Why does one and the same ruthenium crystal settle at five different sizes when only the approximation for exchange and correlation is changed? The atoms, the body-centred cubic structure and the starting cell are identical in every run. Yet the relaxed volumes differ by almost 7% of the starting volume, which is about 2% in the edge of the cube.

Plane-wave DFT with VASP 6.6.1 and PAW potentials: full cell relaxation of body-centred cubic Ru (one-atom primitive cell), without spin polarisation, spin–orbit coupling or dispersion correction; cutoff 600 eV, 20 × 20 × 20 k mesh, Gaussian smearing of 0.1 eV. Volume changes are relative to the starting cell (13.60 Å³); a is the length of a primitive cell vector.

```
functional                            potentials  volume change (%)  relaxed length a (Å)
       LDA  VASP-PAW-LDA-potentials,-recommended             -0.510                 2.600
       PBE  VASP-PAW-PBE-potentials,-recommended              4.610                 2.644
    PBEsol  VASP-PAW-PBE-potentials,-recommended              1.080                 2.614
      RPBE  VASP-PAW-PBE-potentials,-recommended              6.210                 2.657
    r2SCAN  VASP-PAW-PBE-potentials,-recommended              2.900                 2.629
```

The volume grows in the order LDA, PBEsol, r2SCAN, PBE, RPBE, and only LDA shrinks the starting cell. The length a stands for all three cell vectors, which are equal by symmetry and count as one result. It is the short distance between neighbouring atoms; the cubic edge is 2/√3 times longer and runs from 3.00 Å with LDA to 3.07 Å with RPBE. Two rows look odd: r2SCAN, the most elaborate functional here, sits in the middle, and RPBE goes well beyond its close relative PBE.

It helps to picture the crystal as a stiff spring on which each functional pushes with a different force. Near its minimum the energy then follows

ΔE = ½ B V x², with x = ln(V/V₀)

Here ΔE is the energy gained by relaxing, B the stiffness (bulk modulus), V the relaxed volume and V₀ the starting volume of 13.60 Å³. If one B serves all five rows, the functionals differ mainly in how hard they push, and only slightly in how strongly the crystal resists.

A least-squares fit of this formula to the energy gains of all five runs, with B as the only adjustable number, gives about 285 GPa, or 1.78 eV/Å³. Take PBEsol, which was part of the fit but carries little weight in it because its gain is small. Its volume rises by 1.08%, so x = 0.0107, and V is 13.75 Å³:

ΔE = ½ × 1.78 × 13.75 × 0.0107² ≈ 0.0014 eV

The calculation itself gave 0.0015 eV. The worst case is LDA, whose gain the common spring puts about 15% too low.

The same energies yield the push on the starting cell, roughly 2ΔE/(V − V₀). It runs from about 2 GPa inward with LDA to about 18 GPa outward with RPBE, whereas the stiffness taken row by row varies by less than a fifth. A number worth remembering is 3 GPa of push for each percent of volume. Softness adds a little at the far end: with the stiffness of PBEsol, RPBE would still expand by 5.6% instead of 6.2%. These pressures are estimates, since a real crystal is not a perfect spring.

Where does the push come from? LDA treats every point in the metal as if it lay in a uniform electron gas of the local density. Functionals with gradient-dependent exchange lower the energy further wherever the density changes quickly on the scale of the local electron wavelength. When the lattice expands, the valence density thins out and generally becomes more uneven on that scale. The reward is then expected to grow with volume, which pushes the cell outward. Gradient-dependent correlation works the other way, because it weakens the correlation energy in uneven regions. This is standard theory; the table shows its outcome, not the separate terms.

PBE and RPBE offer the cleanest look at exchange, because they share the same correlation and the same potentials. Their exchange formulas also start with the same slope at small gradients and level off at the same ceiling. In between, RPBE climbs faster: its enhancement over LDA is about 3% larger than that of PBE at a reduced gradient of 0.5, and about 11% larger at 1. The extra 1.6 percentage points of volume therefore come from exchange in regions of intermediate gradient. A modest change in that part of the formula is enough to move a stiff metal visibly.

PBEsol suggests that exchange is not the whole story. Its exchange slope is a little over half that of PBE, so exchange alone would lead us to expect a little over half of PBE's expansion beyond LDA. The table gives only 31%. Opposing correlation offers a natural explanation: if the net push is a difference between two terms, halving the larger one cuts the difference by more than half. PBEsol also weakens the correlation term, but by a smaller fraction than exchange, so the argument survives. No run changes correlation by itself, however, and LDA used its own set of potentials, which may account for part of the gap.

The place of r2SCAN, about midway between PBEsol and PBE, cannot be read from a gradient formula. This functional also uses the kinetic-energy density of the electrons, which helps it to tell a slowly varying metallic region from a localised bond or a single orbital. Two places with the same density and gradient may therefore be treated differently. A push weaker than that of PBE is plausible on these grounds, but nothing in these runs isolates the effect. Like PBEsol and RPBE, r2SCAN also ran with potentials made for PBE, an inconsistency whose effect was not measured. What the row does show is that a more elaborate functional need not lie at either end of a trend in size.

For practical work, relax the cell with the same functional that will later supply the energies, forces and stresses. A cell borrowed from another functional carries a built-in stress, and at 3 GPa per percent of volume even the step from PBE to RPBE amounts to several gigapascals. When two materials are compared, both lattices should come from the same functional.

Do not choose a functional here because its volume change is small. The starting cell is not established as a measured one, so the half percent of LDA is no proof of accuracy. Ruthenium's stable structure is hexagonal, and a cubic cell with a single atom feels neither a force nor a shear stress even where the structure is unstable, so these relaxations say nothing about its stability. Spin was also switched off; a magnetic moment, if one formed, would most likely enlarge the cell, and expansion generally favours it, so the larger volumes deserve that check first.

To guess the order for a neighbouring transition metal, ask first how strongly each functional rewards uneven density, then how much its correlation takes back. To guess the size of the spread, divide the push by the stiffness: under a similar push, a softer metal moves further.
